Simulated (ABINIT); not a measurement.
Planning a run of ABINIT 10.8.3 on GaN (F-43m). The input:

```
acell 3*1.0 Angstrom
rprim 
  0.000000000000 2.253500607500 2.253500607500
  2.253500607500 0.000000000000 2.253500607500
  2.253500607500 2.253500607500 0.000000000000
ntypat 2
znucl 31 7
natom 2
typat 1 2
xred 
  0.000000000000 0.000000000000 0.000000000000
  0.750000000000 0.750000000000 0.750000000000
pp_dirpath "pseudos"
pseudos "Ga.upf, N.upf"
ecut 45
ngkpt 4 4 4
nshiftk 1
shiftk 0 0 0
kptopt 1
chksymbreak 0
istwfk *1
occopt 1
irdwfk 1
optdriver 4
nband 30
gwcalctyp 28
ecutsigx 45
symsigma 0
nkptgw 8
kptgw 
  0.0000000000 0.0000000000 0.0000000000
  0.2500000000 0.0000000000 0.0000000000
  0.5000000000 0.0000000000 0.0000000000
  0.2500000000 0.2500000000 0.0000000000
  0.5000000000 0.2500000000 0.0000000000
  -0.2500000000 0.2500000000 0.0000000000
  0.5000000000 0.5000000000 0.0000000000
  -0.2500000000 0.5000000000 0.2500000000
bdgw 
  11 23
  11 23
  11 23
  11 23
  11 23
  11 23
  11 23
  11 23
ecuteps 4
irdscr 1
ppmodel 1
irdqps 1
rhoqpmix 0.3
indata_prefix "in"
outdata_prefix "out"
tmpdata_prefix "tmp"
```

```sh
OMP_NUM_THREADS=1 mpirun -n 4 abinit run.abi > log
```

**Question.** Estimate wall time and host memory on 4 MPI ranks of Arm Neoverse V2, shared host.

It took 34 s; on shared hardware allow 17 s to 67 s. Peak host memory was 0.92 GiB.

[Paths, hosts, dates, memory and timing lines, banners, echoed tables and standing remarks are left out of the program output.]

[Logs are printed without paths, hosts, clocks, repeated set-up lines and the standing remarks that a program may print on its own settings, such as how far it seeks lower states.]

[Runs of the session that timed out or met a known fault of the program may be left out.]

[Hosts, paths, dates, database ids (printed as entryN), source tags and the programs' standing remarks are cut or masked in the printed files.]

[G0W0 gaps are taken among the corrected bands and points alone; a level outside them can change the order at an edge.]

[Where Ansatz stands beside ABINIT at settings called matched, ABINIT's density can come from a denser mesh and the files from another edition; pairs whose starting gaps differed by over 0.03 eV were left out, so agreement reads better than it is.]
